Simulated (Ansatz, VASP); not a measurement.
# NaCl in two plane-wave programs, part 2 of 2

One calculation is typed for both programs; each brings its own data sets and cutoff. How far apart do they land? The cell is taken from a series of VASP runs on this material, whose earlier steps may have relaxed, scaled or displaced it; both programs get it as it stands.

VASP 6.6.1 and Ansatz 0.2.0.

So far: Starting point; Ansatz: relaxation of cell and atoms, PBEsol with D3(BJ); VASP: relaxation of cell and atoms, PBEsol with D3(BJ).

### Step 4. Comparison

Known differences besides the potentials themselves: both relaxations stop at a tolerance, which leaves soft axes loose, and VASP keeps its plane-wave basis; the data sets hold 16 valence electrons in Ansatz (default PAW (the set named soft_2) files) and 14 in VASP; the cutoff is 420 eV in Ansatz and 450 eV in VASP; Ansatz makes its cores anew for this functional, VASP keeps those of its PBE data sets; VASP leaves aspherical gradient terms in its spheres out (LASPH is not set), Ansatz keeps them; Ansatz adds a Pulay correction to the stress that steers its cell, VASP none. Total energies have different zeros and are not compared.

The two programs side by side:

```csv
quantity,Ansatz,VASP,difference
volume (Å³),41.53,41.48,+0.13 %
"edge a after relaxation, in the typed setting (Å)",3.887,3.885,+0.04 %
```

The walks stopped with 0.02 GPa left in Ansatz and -0.01 GPa in VASP; each walk ends within a tolerance, so the volume difference is uncertain by about these residues over the bulk modulus, most in soft cells.

### Step 5. Ansatz: relaxation of cell and atoms, r2SCAN

The relaxed volume is the usual yardstick between codes: its relative difference is about their pressure difference at one cell divided by the bulk modulus. The cell compared in this pair holds 43.60 Å³, against 41.48 Å³ for the pair before.

The cell is taken from a series of VASP runs on this material, whose earlier steps may have relaxed, scaled or displaced it; both programs get it as it stands.

Input file input.yaml:

```yaml
crystal:
  lattice:
    - [0.0, 2.7935577501, 2.7935577501]
    - [2.7935577501, 0.0, 2.7935577501]
    - [2.7935577501, 2.7935577501, 0.0]
  atoms:
    - { symbol: Cl, position: [0.5, 0.5, 0.5] }
    - { symbol: Na, position: [0.0, 0.0, 0.0] }
hamiltonian:
  xc: r2scan
  pseudopotentials: { kind: paw }
kpoints:
  mp_grid: { grid: [6, 6, 6] }
scf:
  occupations: { method: gaussian, width: 0.03 }
relax:
  f_tol: 0.01
  max_steps: 60
  cell: { stress_tol: 0.05 }
output:
  forces: true
  stress: true
```

Started as:

```sh
$ ansatz run input.yaml --threads 4 --pin off --max-ram 9216MiB --backend cpu --events-out ev --progress --plain --runs-dir out
```

Numbers of over 12 decimals in the logs are rounded to 6 here.

What it wrote:

```text
[...]
Crystal: 2 atoms, lattice volume = 43.602 Å³
Basis set: ecut = 500 eV, 1067 PW (Γ), exchange–correlation on 120×120×120 points (64 copies of the dense FFT grid, shifted against one another)
Bands: 12, of which v1, the nominal top of the filled ones, is band 8 counted from 1 (7 counted from 0)
Symmetry: 48 space group operations
[...]
k-points: 16 of 216
[...]
0.000000       0.003069      -0.000000
       -0.000000      -0.000000       0.003069
  P = ⅓ Tr σ = 0.0031 GPa (0.031 kbar)
--- Relaxed structure (3 steps of the walk, 3 accepted, 1 SCFs on fresh bases) ---
[...]
cell:  # Å, volume = 44.0864 Å³
    - [0, 2.803872, 2.803872]
    - [2.803872, 0, 2.803872]
    - [2.803872, 2.803872, 0]
  atoms:
    - { symbol: Cl, position: [0.500000, 0.500000, 0.500000] }
    - { symbol: Na, position: [0, 0, 0] }
[key lines of the parts left out:]
SCF converged after 6 iterations
Free energy (F): -2576.327538 eV
Fermi energy:    3.794721 eV
```

Wall time 1.7 s (4 threads of Arm Neoverse V2, shared host); peak memory 0.41 GiB.

### Step 6. VASP: relaxation of cell and atoms, r2SCAN

The same cell, functional, mesh and smearing now go to VASP, with its own data sets and cutoff.

Input file INCAR:

```
SYSTEM = NaCl
PREC = Accurate
ENCUT = 450
EDIFF = 1E-06
NELM = 100
ISMEAR = 0
SIGMA = 0.03
LREAL = .FALSE.
ALGO = Normal
METAGGA = R2SCAN
LASPH = .TRUE.
NBANDS = 13
LORBIT = 11
LWAVE = .FALSE.
LCHARG = .FALSE.
KPAR = 4
IBRION = 2
NSW = 50
ISIF = 3
EDIFFG = -0.006
```

Input file POSCAR:

```
NaCl
1.0
    0.0000000000      2.7935577501      2.7935577501
    2.7935577501      0.0000000000      2.7935577501
    2.7935577501      2.7935577501      0.0000000000
Cl Na
1 1
Direct
    0.5000000000      0.5000000000      0.5000000000
    0.0000000000      0.0000000000      0.0000000000
```

Input file KPOINTS:

```
Automatic mesh
0
Gamma
6 6 6
0 0 0
```

The projector-augmented-wave data sets are Cl and Na_pv (PBE family, release 64).

Started as:

```sh
$ mpirun -np 4 vasp_std
```

What it wrote:

```text
[banner, memory and clock lines left out]
running    4 mpi-ranks, on    1 nodes
[...]
[... a notice as in an earlier step ...]

 LDA part: xc-table for (None), standard interpolation
 POSCAR, INCAR and KPOINTS ok, starting setup
[...]
entering main loop
       N       E                     dE             d eps       ncg     rms          rms(c)
DAV:   1     0.876355227883E+02    0.87636E+02   -0.68628E+03   444   0.106E+03
DAV:   2    -0.864981939965E+01   -0.96285E+02   -0.89633E+02   488   0.277E+02
DAV:   3    -0.158348033192E+02   -0.71850E+01   -0.71465E+01   526   0.731E+01
DAV:   4    -0.159554524521E+02   -0.12065E+00   -0.12061E+00   476   0.105E+01
[...]
DAV:  11    -0.137900317517E+02   -0.13804E-04   -0.62386E-05   461   0.676E-02    0.463E-02
DAV:  12    -0.137900337578E+02   -0.20062E-05   -0.45456E-06   486   0.161E-02    0.404E-03
DAV:  13    -0.137900339337E+02   -0.17586E-06   -0.11609E-07   316   0.328E-03
   1 F= -.13790034E+02 E0= -.13790034E+02  d E =-.137900E+02
[...]
reached required accuracy - stopping structural energy minimisation
```

Parts of OUTCAR (step 6):

```text
  Total       -0.0050589     -0.0050589     -0.0050589      0.0000000     -0.0000000     -0.0000000
  in kB       -0.1858936     -0.1858936     -0.1858936      0.0000000     -0.0000000     -0.0000000
  external PRESSURE =      -0.1858936 kB  Pullay stress =       0.0000000 kB

 POSITION                                       TOTAL-FORCE (eV/Angst)
 -----------------------------------------------------------------------------------
      2.79356      2.79356      2.79356        -0.000000      0.000000      0.000000
      0.00000      0.00000      0.00000         0.000000      0.000000     -0.000000
 -----------------------------------------------------------------------------------
    total drift:                                0.000000      0.000000      0.000000

  FREE ENERGIE OF THE ION-ELECTRON SYSTEM (eV)
  ---------------------------------------------------
  free  energy   TOTEN  =       -13.7900339337 eV

  energy  without entropy=      -13.7900339337  energy(sigma->0) =      -13.79003393

[... 2 parts as in an earlier step ...]

[... 2 further parts left out ...]
[key lines of the parts left out:]
E-fermi :  -0.8054
```

### Step 7. Differences

What differs besides the data sets and the points named for the pairs above, as far as they apply: VASP keeps PBE cores, Ansatz makes them for the functional; the cutoff is 500 eV in Ansatz and 450 eV in VASP. Total energies have different zeros and are not compared.

Compared:

```csv
quantity,Ansatz,VASP,difference
volume (Å³),44.09,43.60,+1.11 %
"edge a after relaxation, in the typed setting (Å)",3.965,3.951,+0.37 %
```

The walks stopped with 0.00 GPa left in Ansatz and -0.02 GPa in VASP; each walk ends within a tolerance, so the volume difference is uncertain by about these residues over the bulk modulus, most in soft cells.

### Step 8. Results

- difference in volume (relaxation of cell and atoms, PBEsol with D3(BJ)): 0.13 %
- difference in volume (relaxation of cell and atoms, r2SCAN): 1.1 %

The difference in volume is 1.1 % (relaxation of cell and atoms, r2SCAN), within the 1.2 % picked in this series as the mark of a large difference, as far as the stopping tolerances let one tell. Such differences can come from data sets, numerical settings and the points named under the comparisons, not from the functional's error against experiment.

[Lines on the potential files, build, host, timing and source positions are cut from VASP's logs without a mark.]

[Logs are printed without paths, hosts, clocks, repeated set-up lines and the standing remarks that a program may print on its own settings, such as how far it seeks lower states.]

[Hosts, paths, dates, database ids (printed as entryN), source tags and the programs' standing remarks are cut or masked in the printed files.]
